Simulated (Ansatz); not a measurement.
# NaCl: the cell at several levels of theory

One table from this session's results is given with a row withheld; the runs are named, their logs left out.

The runs shown are made with Ansatz 0.2.0. PAW datasets, plane waves, zero pressure. The calculation is spin-unpolarised, and the structure need not be a phase that has been made.

**The structure to begin with**

This is the cell as the run starts from it, not yet at rest; its lengths are not the crystal's.

The symmetry is P6_3/mmc (No. 194, hexagonal); a = 3.741 Å, c = 6.097 Å in the conventional setting, 18.47 Å³ an atom. Near Na stand 6 Cl at 2.64 Å; near Cl stand 6 Na at 2.64 Å.

As a file:

Space group P6_3/mmc (No. 194). a = 3.741 Å, b = 3.741 Å, c = 6.097 Å, α = 90.00°, β = 90.00°, γ = 120.00°
```
atom  site  symmetry       x       y       z
  Na    2a      -3m.  0.0000  0.0000  0.0000
  Cl    2c      -6m2  0.3333  0.6667  0.2500
```

Set-up of the first run:

input.yaml reads:

```yaml
crystal:
  lattice:
    - [3.74051991, 0.0, 0.0]
    - [-1.870259955, 3.2393852654, 0.0]
    - [0.0, 0.0, 6.0970474533]
  atoms:
    - { symbol: Na, position: [0.0, 0.0, 0.0] }
    - { symbol: Na, position: [0.0, 0.0, 0.5] }
    - { symbol: Cl, position: [0.3333333333, 0.6666666667, 0.25] }
    - { symbol: Cl, position: [0.6666666667, 0.3333333333, 0.75] }
kpoints:
  mp_grid: { grid: [12, 12, 4] }
hamiltonian:
  xc: pbe
scf:
  occupations: { method: fermi_dirac, width: 0.02 }
relax:
  f_tol: 0.005
  cell: {}
```

Command:

```sh
ansatz run input.yaml --threads 2 --pin off --max-ram 2211MiB --backend cpu --events-out ev --progress --plain --runs-dir out
```

Steps of the session up to this table: Relaxing with PBE; Relaxation with r2SCAN; Relaxation with PBEsol; Relaxing with LDA; Relaxing with HSE06.

One table of the session follows, with a row left open; its other results are not shown here.

It belongs to the step «The cells side by side». 

```
 level  a (Å)  c (Å)  volume (Å³/atom)
   PBE  3.955  6.839            23.166
r2SCAN  3.892  6.737            22.097
PBEsol  3.882  6.747            22.016
   LDA      ?      ?                 ?
 HSE06  3.925  6.790            22.645
```

Estimate the missing values for LDA.

**Answer.** a (Å): 3.790; c (Å): 6.578; volume (Å³/atom): 20.460. In the column «a (Å)» it is the lowest.

In words: From the start to the first minimum the volume moved by +25.4 %. The volume runs from LDA (least) to PBE (most), a spread of 13.2 %, or 4.2 % in length if all axes shared it alike. The meshes differ: PBE 12×12×4, r2SCAN 6×6×4, PBEsol 6×6×4, LDA 6×6×4, HSE06 6×6×2.
